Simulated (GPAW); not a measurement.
# Co (P-3m1) in GPAW: equation of state with r2SCAN

Aim: the equation of state of Co with r2SCAN.

Program: GPAW 26.7.0. These are calculated values, not measurements. Logs are shortened: lines on timing, memory, paths and dates and some standing lists are left out, and cuts for length are marked. The log counts tension as positive stress, the text compression.

### 1 The crystal as given

It takes space group P-3m1 (No. 164, trigonal). The conventional cell has a = 2.487 Å, b = 2.487 Å, c = 4.063 Å, α = 90.00°, β = 90.00°, γ = 120.00°. Co (site symmetry 3m) is surrounded by 12 Co at 2.42 to 2.55 Å.

### 2 Equation of state, r2SCAN, collinear spin, ferromagnetic start

Input file run.py:

```python
from ase import Atoms
from ase.eos import EquationOfState
from ase.io import Trajectory
from ase.units import GPa
from ase.parallel import parprint
from gpaw import GPAW, PW

atoms = Atoms(['Co', 'Co'],
              cell=[[2.4873648738, 0.0, 0.0],
                    [-1.2436824369, 2.1541211692, 0.0],
                    [0.0, 0.0, 4.0632895034]],
              scaled_positions=[[0.3333333333, 0.6666666667, 0.740139],
                                [0.6666666667, 0.3333333333, 0.259861]],
              pbc=True)
atoms.set_initial_magnetic_moments([2.0, 2.0])

traj = Trajectory('eos.traj', 'w')
volumes, energies = [], []
for x in [0.94, 0.96, 0.98, 1.0, 1.02, 1.04, 1.06]:
    a = atoms.copy()
    a.set_cell(atoms.cell * x**(1 / 3), scale_atoms=True)
    calc = GPAW(mode=PW(600),
                xc='MGGA_X_R2SCAN+MGGA_C_R2SCAN',
                kpts={'size': (10, 10, 5), 'gamma': True},
                occupations={'name': 'fermi-dirac', 'width': 0.05},
                nbands=21,
                convergence={'density': 1e-05, 'energy': 1e-05},
                maxiter=150,
                txt=f'eos-{x:.2f}.txt')
    a.calc = calc
    energies.append(a.get_potential_energy(force_consistent=True))
    volumes.append(a.get_volume())
    p = -a.get_stress()[:3].mean() / GPa
    calc.write(f'eos-{x:.2f}.gpw')
    traj.write(a)
    parprint(f'{x:.2f} {volumes[-1]:10.4f} A^3 {energies[-1]:14.6f} eV {p:9.3f} GPa', flush=True)

v0, e0, B = EquationOfState(volumes, energies, eos='birchmurnaghan').fit()
parprint(f'V0 = {v0:.4f} A^3, E0 = {e0:.6f} eV, B0 = {B / GPa:.2f} GPa')
```

Potentials or basis: GPAW PAW data sets (gpaw-data 1.2.1), pw.

On the command line:

```bash
> OMP_NUM_THREADS=1 mpirun -n 4 gpaw python run.py
```

Output:

```text
__  _  _
 | _ |_)|_||  |
 |__||  | ||/\| - 26.7.0

Input parameters:
  mode=PW(ecut=600.0),
  convergence={'density': 1e-05, 'energy': 1e-05},
  kpts=MonkhorstPack(size=(10, 10, 5), gamma=True),
  maxiter=150,
  nbands=21,
  occupations=Occupations(name='fermi-dirac', width=0.05),
  xc=XC(name='MGGA_X_R2SCAN+MGGA_C_R2SCAN')

Diagonalizing LCAO Hamiltonian
Converting LCAO to pw mode

        Co

          Co

Atoms  # Å, Bohr magnetons
|   | symbol |         x |        y |        z |    initial magnetic moments |
|---|--------|-----------|----------|----------|-----------------------------|
| 0 |     Co | -0.000000 | 1.416672 | 2.966754 | ( 0.0000,  0.0000,  2.0000) |
| 1 |     Co |  1.226874 | 0.708336 | 1.041620 | ( 0.0000,  0.0000,  2.0000) |

Unit cell  # Å
| periodic |         x |        y |        z |  lengths |     angles |
|----------|-----------|----------|----------|----------|------------|
|      yes |  2.453748 | 0.000000 | 0.000000 | 2.453748 |  90.000000 |
|      yes | -1.226874 | 2.125008 | 0.000000 | 2.453748 |  90.000000 |
|      yes |  0.000000 | 0.000000 | 4.008373 | 4.008373 | 120.000000 |

Number of symmetries: 12
Symmetry operations  # r_c * U_cc + t_c -> r_c
|    | kind |            matrix            |
|----|------|------------------------------|
|  0 |  σ   |  1, 1, 0,  0,-1, 0,  0, 0, 1 |
|  1 |  S6  |  1, 1, 0, -1, 0, 0,  0, 0,-1 |
|  2 |  E   |  1, 0, 0,  0, 1, 0,  0, 0, 1 |
|  3 |  C2  |  1, 0, 0, -1,-1, 0,  0, 0,-1 |
|  4 |  C2  |  0, 1, 0,  1, 0, 0,  0, 0,-1 |
|  5 |  C3  |  0, 1, 0, -1,-1, 0,  0, 0, 1 |
|  6 |  S6  |  0,-1, 0,  1, 1, 0,  0, 0,-1 |
|  7 |  σ   |  0,-1, 0, -1, 0, 0,  0, 0, 1 |
|  8 |  σ   | -1, 0, 0,  1, 1, 0,  0, 0, 1 |
|  9 |  i   | -1, 0, 0,  0,-1, 0,  0, 0,-1 |
| 10 |  C3  | -1,-1, 0,  1, 0, 0,  0, 0, 1 |
| 11 |  C2  | -1,-1, 0,  0, 1, 0,  0, 0,-1 |

BZ-sampling:
  Number of BZ points: 500
  Number of IBZ points: 58

  Monkhorst-Pack size: [10, 10, 5]
  Monkhorst-Pack shift: [0.05, 0.05, 0.0]

K-points  # in reciprocal-cell coordinates
|     |                                coordinates |     weight |
|-----|--------------------------------------------|------------|
|   0 | (  0.00000000,   0.00000000,   0.00000000) | 0.00200000 |
|   1 | (  0.00000000,   0.00000000,   0.20000000) | 0.00400000 |
|   2 | (  0.00000000,   0.00000000,   0.40000000) | 0.00400000 |
|   3 | (  0.10000000,   0.00000000,  -0.40000000) | 0.01200000 |
|   4 | (  0.10000000,   0.00000000,  -0.20000000) | 0.01200000 |
|   5 | (  0.10000000,   0.00000000,   0.00000000) | 0.01200000 |
|   6 | (  0.10000000,   0.00000000,   0.20000000) | 0.01200000 |
|   7 | (  0.10000000,   0.00000000,   0.40000000) | 0.01200000 |
|   8 | (  0.20000000,  -0.10000000,   0.00000000) | 0.01200000 |
|   9 | (  0.20000000,  -0.10000000,   0.20000000) | 0.02400000 |
| ... |                                            |            |
|  57 | (  0.50000000,   0.50000000,   0.40000000) | 0.01200000 |

Plane wave coefficients: 710
Cutoff: 600.0 eV

Spin-components: 2 (collinear spins)
Bands:           21
Projectors:      12
Spin-degeneracy: 1
Datatype:        complex128

Parallelization:
  kpt:    4
  domain: 1
  band:   1

Density:
  Valence electrons: 18.0
  Components: 2
  Grid points: [14 14 24]
  Charge: 0.0  # |e|

Potential:
  Grid points: [14 14 24]

species:
  Co:
    name:    Cobalt
    Z:       27.0
    valence: 9
    core:    18
    charge:  0.0  # [|e|]
    compensation charges:
      type: gauss
      rc: 0.32  # [Å]
      lmax: 2
    cutoffs:
      filter: 1.87  # [Å]
      core: 2.55  # [Å]
    projectors
    | kind |    occ | energy [eV] | rcut [Å] |
    |------|--------|-------------|----------|
    |   4s |  2.000 |      -5.469 |    1.005 |
    |   4p |  0.000 |      -1.277 |    1.058 |
    |   3d |  7.000 |      -8.205 |    1.005 |
    |    s |        |      21.742 |    1.005 |
    |    p |        |      25.934 |    1.058 |
    |    d |        |      19.007 |    1.005 |

    Using partial waves for Co as LCAO basis

Reference energy: -75805.419811  # eV

eigensolver:
  PPCG
  Converge bands: occupied
  niter=2

density mixing:
  MSR1-Mixer
  Pratt-step length: 0.05
  Maximum mixing coefficient: 0.75
  Old densities: 10
  SVD Regularization: 0.005
  Good broyden scale: 1.0
  Trust region scale: 1.0
  Backstep threshold: 4.0
  History deletion threshold: 6.0
  Fourier metric: weight=20.0, sigma=0.015

occupation numbers:
  Fermi-Dirac:
    width: 0.0500  # eV

poisson solver:
  ecut: 4800.0  # eV

xc functional:
  name: MGGA_X_R2SCAN+MGGA_C_R2SCAN with 2 nearest neighbor stencil

convergence criteria:
- Maximum integral of absolute [dens]ity change: 1e-05 electrons / valence electron
- Maximum [total energy] change in last 3 cyles: 1e-05 eV / valence electron
- Maximum integral of absolute [eigenst]ate change: 4e-08 eV^2 / valence electron
maximum number of iterations: 150

SCF iterations
|iter     | |      energy | eigst |  dens |  magmom |
|---------|-|-------------|-------|-------|---------|
|iter:   1| |  -25.257096 | +0.30 |       |  +4.0063|
|iter:   2| |  -27.003120 | -1.04 | -1.19 |  +3.9848|
|iter:   3| |  -27.083823 | -2.25 | -1.21 |  +3.8842|
|iter:   4| |  -27.205524 | -2.36 | -1.31 |  +3.7202|
|iter:   5| |  -27.294206 | -2.63 | -1.48 |  +3.5525|
|iter:   6| |  -27.320445 | -3.05 | -1.68 |  +3.4735|
|iter:   7| |  -27.324285 | -3.68 | -2.01 |  +3.4895|
|iter:   8| |  -27.325249 | -4.44 | -2.51 |  +3.5213|
|iter:   9| |  -27.325553 | -5.29 | -3.02 |  +3.5259|
|iter:  10| |  -27.326254 | -5.06 | -3.10 |  +3.5281|
|iter:  11| |  -27.326361 | -6.11 | -3.69 |  +3.5269|
|iter:  12| |  -27.326385c| -7.16 | -4.15 |  +3.5266|
|iter:  13| |  -27.326396c| -7.95c| -4.69 |  +3.5265|
|iter:  14| |  -27.326401c| -7.73c| -5.05c|  +3.5266|

Converged in 14 steps
Energy contributions relative to reference atoms: (reference = -75805.419811)

Energy contributions:
  Kinetic:          30.842627
  Coulomb:         -25.340762
  Zero:             -0.143278
  External:          0.000000
  Xc:              -32.682215
  Entropy:          -0.005546
  Spinorbit:         0.000000
  ----------------------------
  Free energy:     -27.329174
  Extrapolated:    -27.326401

dipole moment: (-0.000001, -0.000002, -0.000003)  # |e|*Ang

Total magnetic moment: (0.000000, 0.000000, 3.526557)

Local magnetic moments
|        x |        y |        z |
|----------|----------|----------|
| 0.000000 | 0.000000 | 1.900464 |  # Co   0
| 0.000000 | 0.000000 | 1.900464 |  # Co   1

Fermi level: 11.302
Eigenvalues  # (at kpt = [0.000, 0.000, 0.000])
| band index |      eig [eV] | occ [0-1] |      eig [eV] | occ [0-1] |
|------------|---------------|-----------|---------------|-----------|
|          0 |         1.534 |     1.000 |         0.981 |     1.000 |
|        ... |               |           |               |           |
|          2 |         7.789 |     1.000 |        10.012 |     1.000 |
|          3 |         7.814 |     1.000 |        10.319 |     1.000 |
|          4 |         7.814 |     1.000 |        10.320 |     1.000 |
|          5 |         8.161 |     1.000 |        10.438 |     1.000 |
|          6 |         8.162 |     1.000 |        10.566 |     1.000 |
|          7 |         8.511 |     1.000 |        10.569 |     1.000 |
[... 8 lines left out ...]
|         16 |        37.742 |     0.000 |        38.154 |     0.000 |
|         17 |        38.065 |     0.000 |        38.154 |     0.000 |
|        ... |               |           |               |           |
|         20 |        40.519 |     0.000 |        42.582 |     0.000 |

No gap
No difference between direct/indirect transitions

Stress tensor  # eV/Ang^3
|         x |         y |         z |
|-----------|-----------|-----------|
| -0.039140 | -0.000000 |  0.000000 |
| -0.000000 | -0.039140 | -0.000000 |
|  0.000000 | -0.000000 | -0.050413 |

# Writing to eos-0.96.gpw (mode='')
```

Wall time 6.1 min (4 MPI ranks of Intel Xeon Platinum 8259CL at 2.50GHz (Skylake/Cascade Lake), shared host); peak memory 0.68 GiB.

Results:

```
Equilibrium volume                        : 10.81 Å³/atom (rough: see the caveat)
Bulk modulus at fixed shape and positions : 234 GPa (rough)
```

Energy against volume, from the lowest point:
| volume (Å³/atom) | energy (meV/atom) |
| --- | --- |
| 10.233 | 24.29 |
| 10.450 | 8.85 |
| 10.668 | 0.89 |
| 10.886 | 0.00 |
| 11.103 | 5.35 |
| 11.321 | 16.02 |
| 11.539 | 31.62 |

Caveat: the points scatter about the fit; the cell was scaled at fixed shape and fractional positions, which overstates the stiffness of a crystal with free parameters, most of all of layers and chains; the PAW data sets were made with another functional, which shifts forces and pressure a little.
